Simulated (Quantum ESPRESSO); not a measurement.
Runs of Quantum ESPRESSO 7.5 on Al. It takes space group Fm-3m (No. 225, cubic). Conventional cell: a = 4.050 Å, b = 4.050 Å, c = 4.050 Å, α = 90.00°, β = 90.00°, γ = 90.00°. Around Al (site symmetry m-3m) lie 12 Al at 2.86 Å. 

```csv
task,level,potentials or basis,cell,k mesh,cutoff (eV),SCF threshold,ASE optimiser,dispersion computed by,symmetry,rVV10 parameter b,gap on the mesh (eV),pressure (GPa),V0 of scaled cells (Å³/atom),relaxed volume (Å³/atom),B0 (GPa)
single point,PBEsol,GBRV 1.5 PBEsol,as given,11 × 11 × 11,612,2e-10 Ry,-,-,-,-,none,-2.0,-,-,-
equation of state,PBEsol,GBRV 1.5 PBEsol,as given,11 × 11 × 11,612,2e-10 Ry,-,-,-,-,-,-,(c),-,83
relaxation of cell and atoms,PBEsol+D3(BJ),PseudoDojo 0.4.1 SR PBE standard,relaxed,11 × 11 × 11,544,2e-10 Ry,BFGS,-,-,-,none,0.2,-,(b),-
relaxation of cell and atoms,PBEsol+D4,PseudoDojo 0.4.1 SR PBE standard,relaxed,11 × 11 × 11,544,2e-10 Ry,BFGS,dftd4 4.3.1 through ASE,-,-,none,0.1,-,15.91,-
band structure,PBEsol,GBRV 1.5 PBEsol,as given,11 × 11 × 11,612,2e-10 Ry,-,-,-,-,none,-2.0,-,-,-
relaxation of cell and atoms,PBEsol+D3,PseudoDojo 0.4.1 SR PBE standard,relaxed,11 × 11 × 11,544,2e-10 Ry,LBFGS,-,-,-,none,0.1,-,16.03,-
equation of state,r2SCAN,SG15 PBE 1.2,as given,8 × 8 × 8,1020,1e-08 Ry,-,-,off,-,-,-,16.26,-,89
relaxation of cell and atoms,PBEsol+rVV10,PseudoDojo 0.4.1 SR PBE standard,relaxed,11 × 11 × 11,544,2e-10 Ry,FIRE,-,-,6.3,none,0.2,-,16.20,-
single point,PBEsol,GBRV 1.5 PBEsol,cell strained at random at fixed volume,11 × 11 × 11,612,2e-10 Ry,-,-,-,-,none,-1.8,-,-,-
equation of state,LDA,GBRV 1.5 LDA,as given,11 × 11 × 11,612,2e-10 Ry,-,-,-,-,-,-,15.83,-,(a)
relaxation of cell and atoms,PBEsol,PseudoDojo 0.4.1 SR PBE standard,relaxed,11 × 11 × 11,544,2e-10 Ry,BFGS,-,-,-,none,0.0,-,16.29,-
```

Alike in all rows: no spin polarisation; smearing fermi-dirac 0.05 eV.

Task: Fill in the values left out.

Result: (a) 85; (b) 15.71; (c) 16.19.

Caveats: the potentials were made for another functional, which shifts forces and pressure (some runs); pairwise dispersion overbinds metals, which lowers pressure and volume (some runs); rVV10's parameter b was fitted to another functional (some runs).

A gap of «none» marks a metal or a gap under the smearing width.

Runs at the PBE level aren't shown here.
